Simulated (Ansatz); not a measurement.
# Ti3Al: the cost of one run

Program: Ansatz 0.2.0. Level of theory: DFT r2SCAN, scalar-relativistic, plane waves, PAW. These are calculated values, not measurements.

## Step 1: Starting point

The structure is hexagonal, space group P6/mmm (No. 191). Conventional cell: a = 4.229 Å, b = 4.229 Å, c = 4.463 Å, α = 90.00°, β = 90.00°, γ = 120.00°. Ti (site symmetry 6/mmm) is surrounded by 2 Al at 2.23 Å. Ti (site symmetry -6m2) has 3 Ti at 2.44 Å and 3 Al at 2.44 Å as nearest neighbours. Al (site symmetry 6/mmm) has 8 Ti at 2.23 to 2.44 Å as nearest neighbours.

Structure file:

```cif
data_structure
_symmetry_space_group_name_H-M 'P 1'
_symmetry_Int_Tables_number 1
_cell_length_a 4.2291
_cell_length_b 4.2291
_cell_length_c 4.4634
_cell_angle_alpha 90.000
_cell_angle_beta 90.000
_cell_angle_gamma 120.000
_cell_volume 69.13
loop_
_atom_site_label
_atom_site_type_symbol
_atom_site_fract_x
_atom_site_fract_y
_atom_site_fract_z
_atom_site_occupancy
Ti1 Ti 0.00000 0.00000 0.50000 1
Ti2 Ti 0.33333 0.66667 0.00000 1
Ti3 Ti 0.66667 0.33333 0.00000 1
Al1 Al 0.00000 0.00000 0.00000 1
```

(A quick probe on a coarse mesh, which set the mesh and smearing, is not shown.)

## Step 3: A loose first relaxation

input.yaml reads:

```yaml
crystal:
  lattice:
    - [4.2291202828, 0.0, 0.0]
    - [-2.1145601414, 3.6625256006, 0.0]
    - [0.0, 0.0, 4.4633975981]
  atoms:
    - { symbol: Ti, position: [0.0, 0.0, 0.5] }
    - { symbol: Ti, position: [0.3333333333, 0.6666666667, 0.0] }
    - { symbol: Ti, position: [0.6666666667, 0.3333333333, 0.0] }
    - { symbol: Al, position: [0.0, 0.0, 0.0] }
basis:
  ecutwfc: 500
kpoints:
  mp_grid: { grid: [6, 6, 4] }
hamiltonian:
  xc: r2scan
scf:
  occupations: { method: gaussian, width: 0.1 }
  lower_state_search: "off"
output:
  forces: true
  stress: true
  eigenvalues: true
relax:
  adjacent_minimum: "off"
  f_tol: 0.04
  max_steps: 70
  cell: { stress_tol: 0.4 }
```

What time and memory should one allow on 1 thread of an Arm CPU, shared host?

About 44 s, with a peak of 0.58 GiB.
